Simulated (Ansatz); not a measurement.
C, a slab with vacuum:

```
CELL_PARAMETERS angstrom
2.45623 0.00000 0.00000
-1.22811 2.12716 0.00000
0.00000 0.00000 24.13396
ATOMIC_POSITIONS crystal
C 0.66667 0.33333 0.57048
C 0.33333 0.66667 0.42952
C 0.00000 0.00000 0.42953
C 0.00000 0.00000 0.57047
```

- Program: Ansatz 0.2.0
- Task: single point
- Functional: PBE
- Potentials or basis: Ansatz PAW
- Cutoff: 420 eV (not typed: the program's choice for these potentials)
- k mesh: 12 × 12 × 2
- Occupations: fermi-dirac, width 0.05 eV
- Spin: no spin polarisation

On this cell: largest force 0.054 eV/Å; band gap on the k mesh none (metal or under the smearing width).

The same run follows on a disturbed copy (atoms moved at random, drawn with an rms of 0.05 Å):

```
C
1.0
     2.45623    0.00000    0.00000
    -1.22811    2.12716    0.00000
     0.00000    0.00000   24.13396
C
4
Direct
  0.65643 0.32544 0.57124
  0.29481 0.64936 0.42888
  0.00123 0.99214 0.42970
  0.99523 0.01618 0.57109
```

Q: What does the disturbed cell give?

A: The energy (extrapolated to zero smearing) moves by +69.0 meV/atom; largest force 4.557 eV/Å; band gap on the k mesh 0.61 eV, direct.

Forces in eV/Å, atoms in the order of the input:
```
C   -0.972  2.601 -0.008
C    4.496  0.641  0.264
C   -4.498 -0.639 -0.356
C    0.974 -2.603  0.100
```

Stress tensor (GPa, compression positive):
```
 2.86 -1.57 -0.11
-1.57  1.93 -0.01
-0.11 -0.01  0.39
```

A k mesh can miss the band edges.
